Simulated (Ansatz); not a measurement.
A relaxed cell of Bi₂Te₃ is given with its symmetry left out. The cell was found from a structure generator's guess, not taken from experiment.

Method: DFT PBE, scalar-relativistic, plane waves, PAW in Ansatz. Cutoff 420 eV, Γ-centred mesh, Gaussian smearing, no spin polarisation.

```cif
data_structure
_symmetry_space_group_name_H-M 'P 1'
_symmetry_Int_Tables_number 1
_cell_length_a 9.2782
_cell_length_b 9.2782
_cell_length_c 9.2782
_cell_angle_alpha 153.175
_cell_angle_beta 153.175
_cell_angle_gamma 38.300
_cell_volume 162.39
loop_
_atom_site_label
_atom_site_type_symbol
_atom_site_fract_x
_atom_site_fract_y
_atom_site_fract_z
_atom_site_occupancy
Bi1 Bi 0.12479 0.12479 0.00000 1
Bi2 Bi 0.87521 0.87521 0.00000 1
Te1 Te 0.31742 0.31742 0.00000 1
Te2 Te 0.68258 0.68258 0.00000 1
Te3 Te 0.50000 0.50000 0.00000 1
```

Energies over the elements count from the elements' standard structures at the same level, with no fitted energy shifts.

**Question.** Find its symmetry and describe it.

**Answer.** I4/mmm (No. 139). Conventional cell: a = 4.304 Å, c = 17.529 Å. Bi has 5 Te at 3.21–3.38 Å and 4 Te at 3.75 Å; around Te on a site of symmetry 4mm lie 1 Te at 3.20 Å and 5 Bi at 3.21–3.38 Å; around Te on a site of symmetry 4/mmm lie 2 Te at 3.20 Å and 8 Bi at 3.75 Å.

**Question.** How far does it lie from the elements in energy?

**Answer.** +0.09 eV/atom. It can't be a ground state, since the elements alone are lower.

**Question.** Is it a metal?

**Answer.** Yes, bands cross the Fermi level on the 12×12×12 mesh.

The last run used a 12×12×12 mesh for its 5-atom cell and Gaussian smearing of 0.10 eV. These runs have no spin–orbit coupling, which can matter for Bi and Te. The reference form of Te is held partly by dispersion forces, which this level lacks. Symmetry constrained the relaxation, so the result can be a saddle point. Another cell of Bi2Te3 relaxed alike, in R-3m (a cell as deposited in COD), lies 0.33 eV/atom lower, so this cell isn't the stable form at this level.
